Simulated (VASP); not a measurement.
# Pd (P6_3/mmc) in VASP: further runs

The runs below take Pd through single point, with PBE.

Everything below comes from runs of VASP 6.6.1. Logs are shortened: lines on timing, memory, paths and dates and some standing lists are left out, and cuts for length are marked.

### 1 Starting point

The structure is hexagonal, space group P6_3/mmc (No. 194). Conventional cell: a = 2.784 Å, b = 2.784 Å, c = 4.629 Å, α = 90.00°, β = 90.00°, γ = 120.00°. Pd (site symmetry -6m2) is surrounded by 12 Pd at 2.78 to 2.82 Å.

This isn't the form of Pd at room conditions, which is fcc.

### 2 Single point, PBE

Contents of INCAR:

```
SYSTEM = Pd
PREC = Accurate ; ENCUT = 400
EDIFF = 1E-6 ; ISMEAR = -1
SIGMA = 0.2 ; LREAL = .FALSE.
LASPH = .TRUE. ; NELM = 100
ALGO = Normal ; ISIF = 2
LWAVE = .FALSE. ; LCHARG = .FALSE.
GGA = PE ; ADDGRID = .FALSE.
```

Contents of KPOINTS:

```
Automatic mesh
0
G
  12 12 6
  0 0 0
```

Contents of POSCAR:

```
Pd
1.0
    2.7836650458      0.0000000000      0.0000000000
   -1.3918325229      2.4107246453      0.0000000000
    0.0000000000      0.0000000000      4.6288930000
Pd
2
Direct
    0.3690330000      0.6707680000      0.2457130000
    0.7034100000      0.3270270000      0.7475630000
```

Potentials or basis: VASP PAW PBE potentials, release 64 (Pd).

Started as:

```
$ cat potpaw_PBE.64/Pd/POTCAR > POTCAR
$ mpirun -np 1 vasp_std > vasp.out
```

OUTCAR:

```text
SYSTEM = Pd
   PREC = Accurate
   ENCUT = 400
   EDIFF = 1E-6
   ISMEAR = -1
   LREAL = .FALSE.
   LASPH = .TRUE.
   NELM = 100
   ISIF = 2
   GGA = PE

 Found    436 irreducible k-points:

 Following reciprocal coordinates:
            Coordinates               Weight
  0.000000  0.000000  0.000000      1.000000
  0.083333  0.000000  0.000000      2.000000
  0.000000  0.083333  0.000000      2.000000
 -0.083333  0.083333  0.000000      2.000000
  0.166667  0.000000  0.000000      2.000000
  0.000000  0.166667  0.000000      2.000000
   k-points           NKPTS =    436   k-points in BZ     NKDIM =    436   number of bands    NBANDS=     14
   number of dos      NEDOS =    301   number of ions     NIONS =      2
   total plane-waves  NPLWV =   9720
   dimension x,y,z NGX =    18 NGY =   18 NGZ =   30
   dimension x,y,z NGXF=    36 NGYF=   36 NGZF=   60
   ions per type =               2
   NGX,Y,Z   is equivalent  to a cutoff of  10.75, 10.75, 10.77 a.u.
   NGXF,Y,Z  is equivalent  to a cutoff of  21.50, 21.50, 21.55 a.u.
 SYSTEM =  Pd
   PREC   = accura    normal or accurate (medium, high low for compatibility)
   ISTART =      0    job   : 0-new  1-cont  2-samecut
   ICHARG =      2    charge: 1-file 2-atom 10-const
   ISPIN  =      1    spin polarized calculation?
   LNONCOLLINEAR =      F non collinear calculations
   LSORBIT =      F    spin-orbit coupling
   LASPH  =      T    aspherical Exc in radial PAW
   ENCUT  =  400.0 eV  29.40 Ry    5.42 a.u.   4.54  4.54  7.55*2*pi/ulx,y,z
   NELM   =    100;   NELMIN=  2; NELMDL= -5     # of ELM steps
   EDIFF  = 0.1E-05   stopping-criterion for ELM
   LREAL  =      F    real-space projection
   EDIFFG = 0.1E-04   stopping-criterion for IOM
   NSW    =      0    number of steps for IOM
   IBRION =     -1    ionic relax: 0-MD 1-quasi-New 2-CG
   NFREE  =      0    steps in history (QN), initial steepest desc. (CG)
   ISIF   =      2    stress and relaxation
   ISYM   =      2    0-nonsym 1-usesym 2-fastsym
   POTIM  = 0.5000    time-step for ionic-motion
   TEBEG  =    0.0;   TEEND  =   0.0 temperature during run
   PSTRESS=    0.0 pullay stress
   NELECT =      20.0000    total number of electrons
   NUPDOWN=      -1.0000    fix difference up-down
   EMIN   =  10.00;   EMAX   =-10.00  energy-range for DOS
   EFERMI =   0.00;   METHOD = LEGACY
   ISMEAR =    -1;   SIGMA  =   0.20  broadening in eV -4-tet -1-fermi 0-gaus
   EFERMI_NEDOS =   21; number of points for ismear=-14 and -15
   IALGO  =     38    algorithm
   IMIX   =      4    mixing-type and parameters
     AMIX     =   0.40;   BMIX     =  1.00
     AMIX_MAG =   1.60;   BMIX_MAG =  1.00
  volume/ion in A,a.u.               =      15.53       104.81
  Fermi-wavevector in a.u.,A,eV,Ry     =   1.413636  2.671385 27.189429  1.998367
  Thomas-Fermi vector in A             =   2.535261
   LORBIT       =      0    0 simple, 1 ext, 2 COOP (PROOUT), +10 PAW based schemes
   GGA     = PE    functional components
   LHFCALC =     F    Hartree Fock is set to
   AEXX    =    0.0000 exact exchange contribution
   IVDW    =     0    specifies the selected vdW correction
   LEPSILON=     F    determine dielectric tensor
   LRPA    =     F    only Hartree local field effects (RPA)
 non-spin polarized calculation
  energy-cutoff  :      400.00
  volume of cell :       31.06
 maximum number of plane-waves:       580
   NGX =  9   NGY =  9   NGZ = 15

 number of electron      20.0000000 magnetization

 Free energy of the ion-electron system (eV)
  ---------------------------------------------------
  ext. energy  EPLUGINS =         0.00000000
  ---------------------------------------------------
  free energy    TOTEN  =       -10.62862902 eV

  energy without entropy =      -10.22347893  energy(sigma->0) =      -10.42605397

 E-fermi :   9.0462     XC(G=0): -12.8639

 val. band max:        9.0427786464   @ k =   0.2500  -0.0833   0.5000
 cond. band min:       9.0466614665   @ k =  -0.1667   0.2500   0.5000
 fundamental gap:      0.0038828202
 Fermi energy:         9.0462056312

 k-point     1 :       0.0000    0.0000    0.0000
  band No.  band energies     occupation
      1       2.1889      2.00000
      2       4.0203      2.00000
      3       6.2216      2.00000
      4       6.4156      2.00000
      5       6.4365      2.00000
      6       6.7404      1.99998
      7       6.7670      1.99998
      8       7.3265      1.99963
      9       7.4274      1.99939
     10       8.6571      1.74991
     11       8.7521      1.62634
     12       9.9137      0.02581
     13      15.5898      0.00000
     14      26.0147      0.00000

 k-point     2 :       0.0833    0.0000    0.0000
  band No.  band energies     occupation
      1       2.4055      2.00000
      2       4.1721      2.00000
      3       6.1006      2.00000
      4       6.5196      1.99999
      5       6.5699      1.99999
      6       6.6922      1.99998
      7       6.8851      1.99996
      8       7.1849      1.99982
      9       7.3142      1.99965
     10       7.9767      1.99052
     11       8.7394      1.64522
     12      10.9245      0.00017
     13      15.5991      0.00000
     14      25.9873      0.00000

 k-point     3 :       0.0000    0.0833    0.0000
  band No.  band energies     occupation
      1       2.4057      2.00000
      2       4.1734      2.00000
      3       6.0950      2.00000
      4       6.5100      1.99999
      5       6.5761      1.99999
      6       6.7117      1.99998
      7       6.8733      1.99996
      8       7.1712      1.99983
      9       7.3312      1.99962
     10       7.9939      1.98968
     11       8.7084      1.68818
     12      10.9356      0.00016
     13      15.5989      0.00000
     14      25.9660      0.00000

 k-point     4 :      -0.0833    0.0833    0.0000
  band No.  band energies     occupation
      1       2.4052      2.00000
      2       4.1702      2.00000
      3       6.1079      2.00000
      4       6.5357      1.99999
      5       6.5586      1.99999
      6       6.6717      1.99999
      7       6.8956      1.99996
      8       7.2265      1.99978
      9       7.2658      1.99973
     10       7.9579      1.99137
     11       8.7799      1.58216
     12      10.9090      0.00018
     13      15.5995      0.00000
     14      26.0152      0.00000

 k-point     5 :       0.1667    0.0000    0.0000
  band No.  band energies     occupation
      1       3.0099      2.00000
      2       4.5283      2.00000
      3       5.8785      2.00000
      4       6.4625      2.00000
      5       6.5381      1.99999
      6       6.8936      1.99996
      7       6.9730      1.99994
      8       7.0796      1.99989
      9       7.2562      1.99974
     10       7.4043      1.99946
     11       8.8150      1.52126
     12      12.5222      0.00000
     13      15.6511      0.00000
     14      24.3620      0.00000

 k-point     6 :       0.0000    0.1667    0.0000
  band No.  band energies     occupation
      1       3.0113      2.00000
      2       4.5349      2.00000
      3       5.8664      2.00000
      4       6.4539      2.00000
      5       6.5448      1.99999
      6       6.9108      1.99995
      7       6.9790      1.99994
      8       7.1037      1.99988
      9       7.2465      1.99975
     10       7.3801      1.99952
     11       8.7934      1.55950
     12      12.5397      0.00000
     13      15.6508      0.00000
     14      24.3381      0.00000

 [... further k-points ...]
[... 5 lines left out ...]
  --------------------------------------------------------------------------------------
  -------------------------------------------------------------------------------------
  Total       -0.1842768     -0.1005148     -0.3436900      0.0282505     -0.0025722      0.0015572
  in kB       -9.5047226     -5.1844024    -17.7270217      1.4571196     -0.1326685      0.0803168
  external PRESSURE =     -10.8053822 kB  Pullay stress =       0.0000000 kB

 VOLUME and BASIS-vectors are now :
 -----------------------------------------------------------------------------
  energy-cutoff  :      400.00
  volume of cell :       31.06
      direct lattice vectors                 reciprocal lattice vectors
     2.783665046  0.000000000  0.000000000     0.359238624  0.207406516  0.000000000
    -1.391832523  2.410724645  0.000000000     0.000000000  0.414813032  0.000000000
     0.000000000  0.000000000  4.628893000     0.000000000  0.000000000  0.216034374

 POSITION                                       TOTAL-FORCE (eV/Angst)
 -----------------------------------------------------------------------------------
      0.09367      1.61704      1.13738         0.021090     -0.033380      0.066041
      1.50289      0.78837      3.46039        -0.021090      0.033380     -0.066041
 -----------------------------------------------------------------------------------
    total drift:                               -0.000018     -0.000004      0.000093

  FREE ENERGIE OF THE ION-ELECTRON SYSTEM (eV)
  ---------------------------------------------------
  free  energy   TOTEN  =       -10.6286290208 eV

  energy  without entropy=      -10.2234789252  energy(sigma->0) =      -10.42605397
```

It took 45 s on 1 thread of AMD EPYC 9R45 (Zen 5), shared host; peak memory 0.19 GiB.

These settings aren't checked as converged: the numbers below hold their error.

What came out:

```yaml
Free_energy: -10.6286 eV
Pressure: -1.1 GPa
Largest_force: 0.077 eV/Å
Band_gap_on_the_k_mesh: none (metal or under the smearing width)
```

### 3 Single point, PBE

INCAR: that of step 2 with these lines changed.

```diff
@@ -1,3 +1,3 @@
 SYSTEM = Pd
-PREC = Accurate ; ENCUT = 400
+PREC = Accurate ; ENCUT = 900
 EDIFF = 1E-6 ; ISMEAR = -1
```

Contents of KPOINTS:

```
Automatic mesh
0
G
  8 8 4
  0 0 0
```

Contents of POSCAR:

```
Pd
1.0
    2.7836650458      0.0000000000      0.0000000000
   -1.3918325229      2.4107246453      0.0000000000
    0.0000000000      0.0000000000      4.6288930000
Pd
2
Direct
    0.3333333333      0.6666666667      0.2500000000
    0.6666666667      0.3333333333      0.7500000000
```

Potentials or basis: VASP PAW PBE potentials, release 64 (Pd).

Started as:

```
$ cat potpaw_PBE.64/Pd/POTCAR > POTCAR
$ mpirun -np 1 vasp_std > vasp.out
```

Wall time 13 s (1 thread of AMD EPYC 9R45 (Zen 5), shared host); peak memory 0.16 GiB.

These settings aren't checked as converged: the numbers below hold their error.

Results:

```yaml
Free_energy: -10.6037 eV
Pressure: -0.4 GPa
Band_gap_on_the_k_mesh: none (metal or under the smearing width)
```

### 4 Single point, PBE

INCAR is that of step 3.

KPOINTS is that of step 3.

Contents of POSCAR:

```
Pd
1.0
    2.7836650458      0.0000000000      0.0000000000
   -1.3918325229      2.4107246453      0.0000000000
    0.0000000000      0.0000000000      4.6288930000
Pd
2
Direct
    0.3690330000      0.6707680000      0.2457130000
    0.7034100000      0.3270270000      0.7475630000
```

Potentials or basis: VASP PAW PBE potentials, release 64 (Pd).

Started as:

```
$ cat potpaw_PBE.64/Pd/POTCAR > POTCAR
$ mpirun -np 1 vasp_std > vasp.out
```

OUTCAR:

```text
SYSTEM = Pd
   PREC = Accurate
   ENCUT = 900
   EDIFF = 1E-6
   ISMEAR = -1
   LREAL = .FALSE.
   LASPH = .TRUE.
   NELM = 100
   ISIF = 2
   GGA = PE

 Found    132 irreducible k-points:

 Following reciprocal coordinates:
            Coordinates               Weight
  0.000000  0.000000  0.000000      1.000000
  0.125000  0.000000  0.000000      2.000000
  0.000000  0.125000  0.000000      2.000000
 -0.125000  0.125000  0.000000      2.000000
  0.250000  0.000000  0.000000      2.000000
  0.000000  0.250000  0.000000      2.000000
   k-points           NKPTS =    132   k-points in BZ     NKDIM =    132   number of bands    NBANDS=     14
[... 170 lines left out ...]
     12      14.2963      0.00000
     13      15.8165      0.00000
     14      21.4143      0.00000

 [... further k-points ...]
[... 5 lines left out ...]
  --------------------------------------------------------------------------------------
  -------------------------------------------------------------------------------------
  Total        0.0146515      0.0892021     -0.3421671      0.0271154     -0.0026224      0.0016649
  in kB        0.7557034      4.6009131    -17.6484709      1.3985740     -0.1352599      0.0858752
  external PRESSURE =      -4.0972848 kB  Pullay stress =       0.0000000 kB

 VOLUME and BASIS-vectors are now :
 -----------------------------------------------------------------------------
  energy-cutoff  :      900.00
  volume of cell :       31.06
      direct lattice vectors                 reciprocal lattice vectors
     2.783665046  0.000000000  0.000000000     0.359238624  0.207406516  0.000000000
    -1.391832523  2.410724645  0.000000000     0.000000000  0.414813032  0.000000000
     0.000000000  0.000000000  4.628893000     0.000000000  0.000000000  0.216034374

 POSITION                                       TOTAL-FORCE (eV/Angst)
 -----------------------------------------------------------------------------------
      0.09367      1.61704      1.13738         0.020252     -0.032460      0.065504
      1.50289      0.78837      3.46039        -0.020252      0.032460     -0.065504
 -----------------------------------------------------------------------------------
    total drift:                                0.000002      0.000000     -0.000003

  FREE ENERGIE OF THE ION-ELECTRON SYSTEM (eV)
  ---------------------------------------------------
  free  energy   TOTEN  =       -10.6028340690 eV

  energy  without entropy=      -10.1736894922  energy(sigma->0) =      -10.38826178
```

OSZICAR:

```text
N       E                     dE             d eps       ncg     rms          rms(c)
DAV:   1     0.147363937016E+03    0.14736E+03   -0.14773E+04  3696   0.217E+03
DAV:   2    -0.869895790655E+01   -0.15606E+03   -0.14841E+03  3822   0.354E+02
DAV:   3    -0.111122629502E+02   -0.24133E+01   -0.23800E+01  4434   0.488E+01
DAV:   4    -0.111270118652E+02   -0.14749E-01   -0.14747E-01  4092   0.356E+00
DAV:   5    -0.111272195725E+02   -0.20771E-03   -0.20771E-03  4524   0.481E-01    0.972E+00
DAV:   6    -0.106250813916E+02    0.50214E+00   -0.14568E+00  3816   0.133E+01    0.481E+00
DAV:   7    -0.106082280384E+02    0.16853E-01   -0.10339E-02  4206   0.947E-01    0.245E+00
DAV:   8    -0.106028259760E+02    0.54021E-02   -0.16333E-03  3936   0.354E-01    0.792E-02
DAV:   9    -0.106028254041E+02    0.57188E-06   -0.31011E-05  4482   0.541E-02    0.174E-02
DAV:  10    -0.106028348269E+02   -0.94229E-05   -0.50382E-06  3978   0.242E-02    0.630E-03
DAV:  11    -0.106028340690E+02    0.75793E-06   -0.14857E-07  2154   0.478E-03
   1 F= -.10602834E+02 E0= -.10388262E+02  d E =-.429145E+00
```

Wall time 49 s (1 thread of AMD EPYC 9R45 (Zen 5), shared host); peak memory 0.24 GiB.

The run converged, but some of its settings lie outside the range that counts as converged, so its numbers aren't taken as properties of the crystal.

What came out:

```yaml
Free_energy: -10.6028 eV
Pressure: -0.4 GPa
Largest_force: 0.076 eV/Å
Band_gap_on_the_k_mesh: none (metal or under the smearing width)
```

[end of part 1 of 2]
